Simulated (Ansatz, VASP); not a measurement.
Given: the input of a run of VASP 6.6.1 on WS.

File INCAR:

```
SYSTEM = WS
PREC     = Accurate       ! precision mode
ENCUT    = 520            ! plane-wave cutoff, eV
EDIFF    = 1E-7           ! SCF threshold, eV
ISMEAR   = -1             ! smearing method
SIGMA    = 0.05           ! smearing width, eV
LREAL    = .FALSE.        ! projectors in reciprocal space
LASPH    = .TRUE.         ! aspherical terms in the spheres
NELM     = 60             ! most SCF steps
ALGO     = Normal         ! electronic algorithm
ISIF     = 2              ! what is computed and relaxed
LWAVE    = .FALSE.        ! write WAVECAR
LCHARG   = .FALSE.        ! write CHGCAR
GGA      = PE             ! functional
NBANDS   = 17             ! bands
```

Contents of KPOINTS:

```
regular mesh
0
G
  9 9 9
  0 0 0
```

File POSCAR:

```
WS
1.0
    3.0278103819      0.0000000000      0.0000000000
    0.0000000000      3.0278103819      0.0000000000
    0.0000000000      0.0000000000      3.0278103819
W S
1 1
Direct
    0.5000000000      0.5000000000      0.5000000000
    0.0000000000      0.0000000000      0.0000000000
```

Potentials or basis: VASP PAW PBE potentials, release 64 (W_sv, S).

The run is started by

```console
$ cat potpaw_PBE.64/W_sv/POTCAR potpaw_PBE.64/S/POTCAR > POTCAR
$ mpirun -np 1 vasp_std > vasp.out
```

Problem. Set up the same calculation for Ansatz 0.2.0. Potentials there: Ansatz PAW.

Solution. As run (the cutoff follows the program's own potentials):

File input.yaml:

```yaml
crystal:
  lattice:
    - [3.0278103819, 0.0, 0.0]
    - [0.0, 3.0278103819, 0.0]
    - [0.0, 0.0, 3.0278103819]
  atoms:
    - { symbol: W, position: [0.5, 0.5, 0.5] }
    - { symbol: S, position: [0.0, 0.0, 0.0] }
hamiltonian:
  xc: pbe
  pseudopotentials: { kind: paw }
kpoints:
  mp_grid: { grid: [9, 9, 9] }
scf:
  occupations: { method: fermi_dirac, width: 0.05 }
output:
  forces: true
  stress: true
  eigenvalues: true
```

Potentials or basis: Ansatz PAW.

The run is started by

```console
$ ansatz run input.yaml --threads 1 --pin off --max-ram 3584MiB --backend cpu --events-out ev --progress --plain --runs-dir out
```

Both were run:

|  | VASP | Ansatz | Ansatz less VASP |
| --- | --- | --- | --- |
| gap on the k mesh at the Fermi level (eV) | none | none | - |
| pressure (GPa) | -3.9 | -4.3 | -0.37 |

A gap of «none» marks a metal or a gap that the smearing closes. The functional is the same, so the differences come from potentials, cutoffs and numerics.

Spin-orbit coupling is left out, which matters for the levels of W.
